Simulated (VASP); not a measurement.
# SiRu (P2_13) in VASP: a series of runs, part 2 of 2

VASP 6.6.1. Earlier steps stand in the parts before.

## Step 3: Relaxation of cell and atoms, LDA

INCAR

```
PREC = Accurate
ENCUT = 600
EDIFF = 1E-7
ISMEAR = 0
SIGMA = 0.1
LREAL = False
LASPH = True
NELM = 60
ALGO = Normal
ISIF = 3
LWAVE = False
LCHARG = False
GGA = CA
IBRION = 2
NSW = 90
EDIFFG = -0.005
```

KPOINTS

```
Automatic mesh
0
Gamma
  8 8 8
```

POSCAR

```
SiRu
1.0
    4.7085953800      0.0000000000      0.0000000000
    0.0000000000      4.7085953800      0.0000000000
    0.0000000000      0.0000000000      4.7085953800
Si Ru
4 4
Direct
    0.1624222700      0.3375777300      0.6624222700
    0.3375777300      0.6624222700      0.1624222700
    0.6624222700      0.1624222700      0.3375777300
    0.8375777300      0.8375777300      0.8375777300
    0.8705944900      0.6294055100      0.3705944900
    0.6294055100      0.3705944900      0.8705944900
    0.3705944900      0.8705944900      0.6294055100
    0.1294055100      0.1294055100      0.1294055100
```

Potentials or basis: VASP PAW LDA potentials, release 64 (Si, Ru_pv).

On the command line:

```bash
$ cat potpaw_LDA.64/Si/POTCAR potpaw_LDA.64/Ru_pv/POTCAR > POTCAR
$ mpirun -np 1 vasp_std > vasp.out
```

OUTCAR:

```text
PREC = Accurate
   ENCUT = 600
   EDIFF = 1E-7
   ISMEAR = 0
   LREAL = False
   LASPH = True
   NELM = 60
   ISIF = 3
   GGA = CA
   IBRION = 2
   NSW = 90
   EDIFFG = -0.005

 ion  position               nearest neighbor table
   1  0.162  0.338  0.662-   5 2.38   6 2.41   7 2.41   8 2.41   7 2.70   6 2.70   8 2.70   2 2.93
                             2 2.93   3 2.93   4 2.93   3 2.93   4 2.93
   2  0.338  0.662  0.162-   6 2.38   5 2.41   8 2.41   7 2.41   5 2.70   8 2.70   7 2.70   1 2.93
                             1 2.93   3 2.93   3 2.93   4 2.93   4 2.93
   3  0.662  0.162  0.338-   7 2.38   5 2.41   8 2.41   6 2.41   5 2.70   8 2.70   6 2.70   1 2.93
                             4 2.93   2 2.93   2 2.93   1 2.93   4 2.93
   4  0.838  0.838  0.838-   8 2.38   7 2.41   6 2.41   5 2.41   7 2.70   6 2.70   5 2.70   2 2.93
                             3 2.93   1 2.93   3 2.93   1 2.93   2 2.93
   5  0.871  0.629  0.371-   1 2.38   2 2.41   3 2.41   4 2.41   3 2.70   2 2.70   4 2.70   8 2.88
                             6 2.88   6 2.88   8 2.88   7 2.88   7 2.88
[... 426 lines left out ...]
  free energy    TOTEN  =       -72.16599663 eV

  energy without entropy =      -72.16329720  energy(sigma->0) =      -72.16464691

 E-fermi :  12.7137     XC(G=0): -13.2454

 val. band max:       12.6099215395   @ k =   0.2500   0.0000   0.0000
 cond. band min:      12.8475011180   @ k =   0.3750   0.1250   0.1250
 fundamental gap:      0.2375795785
 Fermi energy:        12.7137406481

 k-point     1 :       0.0000    0.0000    0.0000
  band No.  band energies     occupation
      1     -30.1792      2.00000
      2     -30.1792      2.00000
      3     -30.1792      2.00000
      4     -29.9903      2.00000
      5     -29.9903      2.00000
      6     -29.9903      2.00000
[... 1093 lines left out ...]
     42      16.0290      0.00000
     43      16.7405      0.00000

 [... further k-points ...]
[... 5 lines left out ...]
  --------------------------------------------------------------------------------------
  -------------------------------------------------------------------------------------
  Total        0.0113043      0.0113043      0.0113043      0.0000000     -0.0000000     -0.0000000
  in kB        0.1781371      0.1781371      0.1781371      0.0000000     -0.0000000     -0.0000000
  external PRESSURE =       0.1781371 kB  Pullay stress =       0.0000000 kB
[... 23 lines left out ...]
  FREE ENERGIE OF THE ION-ELECTRON SYSTEM (eV)
  ---------------------------------------------------
  free  energy   TOTEN  =       -72.1659966305 eV

  energy  without entropy=      -72.1632971989  energy(sigma->0) =      -72.16464691

 reached required accuracy - stopping structural energy minimisation
```

CONTCAR:

```text
SiRu
   1.00000000000000
     4.6673070523476010   -0.0000000000000000   -0.0000000000000000
     0.0000000000000000    4.6673070523476010   -0.0000000000000000
     0.0000000000000000   -0.0000000000000000    4.6673070523476010
  Si              Ru
     4     4
Direct
     0.1618503964847545    0.3381496035152454    0.6618503964847545
     0.3381496035152454    0.6618503964847545    0.1618503964847545
     0.6618503964847545    0.1618503964847545    0.3381496035152454
     0.8381496035152455    0.8381496035152455    0.8381496035152455
     0.8689339486868746    0.6310660513131254    0.3689339486868745
     0.6310660513131254    0.3689339486868745    0.8689339486868746
     0.3689339486868745    0.8689339486868746    0.6310660513131254
     0.1310660513131255    0.1310660513131255    0.1310660513131255

  0.00000000E+00  0.00000000E+00  0.00000000E+00
  0.00000000E+00  0.00000000E+00  0.00000000E+00
  0.00000000E+00  0.00000000E+00  0.00000000E+00
  0.00000000E+00  0.00000000E+00  0.00000000E+00
  0.00000000E+00  0.00000000E+00  0.00000000E+00
  0.00000000E+00  0.00000000E+00  0.00000000E+00
  0.00000000E+00  0.00000000E+00  0.00000000E+00
  0.00000000E+00  0.00000000E+00  0.00000000E+00
```

Run time: 15 min. Hardware: 1 thread of Intel Xeon Platinum 8375C at 2.90GHz (Ice Lake), shared host; peak memory 0.32 GiB.

Results:

```
Free energy                            : -72.1660 eV
Relaxed volume                         : 12.71 Å³/atom
Relaxed cell                           : a = 4.667 Å, b = 4.667 Å, c = 4.667 Å, α = 90.00°, β = 90.00°, γ = 90.00°
Space group after relaxing (to 0.05 Å) : P2_13 (No. 198)
Energy gained by relaxing              : 6.5 meV/atom
Ionic steps                            : 10
Pressure after relaxing                : 0.0 GPa
Largest force after relaxing           : 0.004 eV/Å
Band gap on the k mesh                 : 0.24 eV, indirect (least direct gap 0.33 eV)
```

Forces on the atoms (eV/Å):
```
Si  -0.003  0.003 -0.003
Si   0.003 -0.003 -0.003
Si  -0.003 -0.003  0.003
Si   0.003  0.003  0.003
Ru   0.001 -0.001  0.001
Ru  -0.001  0.001  0.001
Ru   0.001  0.001 -0.001
Ru  -0.001 -0.001 -0.001
```

Step by step:
```tsv
step	energy change (eV)	largest force (eV/Å)	pressure (GPa)	volume (Å³)
1	0.0000	0.0543	-6.18	104.39
2	0.1858	0.5215	15.53	96.97
3	-0.0480	0.1123	-0.16	102.01
4	-0.0480	0.1158	-0.02	101.96
5	-0.0502	0.0765	-0.01	101.86
6	-0.0518	0.0076	0.04	101.67
7	-0.0518	0.0087	0.04	101.66
8	-0.0518	0.0043	-0.11	101.71
9	-0.0518	0.0054	-0.04	101.69
10	-0.0518	0.0044	0.02	101.67
```

Final structure:
```yaml
crystal:
  lattice:
    - [4.66731, 0.00000, 0.00000]
    - [0.00000, 4.66731, 0.00000]
    - [0.00000, 0.00000, 4.66731]
  atoms:
    - { symbol: Si, position: [0.16185, 0.33815, 0.66185] }
    - { symbol: Si, position: [0.33815, 0.66185, 0.16185] }
    - { symbol: Si, position: [0.66185, 0.16185, 0.33815] }
    - { symbol: Si, position: [0.83815, 0.83815, 0.83815] }
    - { symbol: Ru, position: [0.86893, 0.63107, 0.36893] }
    - { symbol: Ru, position: [0.63107, 0.36893, 0.86893] }
    - { symbol: Ru, position: [0.36893, 0.86893, 0.63107] }
    - { symbol: Ru, position: [0.13107, 0.13107, 0.13107] }
```

Levels at points of the mesh, in eV from the valence-band top:
| k point | band 32 | band 33 | band 34 | band 35 | band 36 | band 37 | band 38 | band 39 | band 40 | band 41 |
| --- | --- | --- | --- | --- | --- | --- | --- | --- | --- | --- |
| (0.00, 0.00, 0.00) | -0.47 | -0.47 | -0.47 | -0.29 | -0.29 | 1.09 | 1.09 | 1.09 | 3.27 | 3.27 |
| (0.50, 0.00, 0.00) | -2.15 | -0.90 | -0.90 | -0.12 | -0.12 | 0.31 | 0.31 | 2.36 | 2.36 | 2.92 |
| (0.50, 0.50, 0.00) | -2.18 | -1.71 | -1.71 | -0.85 | -0.85 | 1.08 | 1.08 | 1.56 | 1.56 | 3.43 |
| (0.50, 0.50, 0.50) | -1.51 | -1.09 | -1.09 | -1.09 | -1.09 | 0.72 | 0.72 | 0.72 | 0.72 | 4.34 |
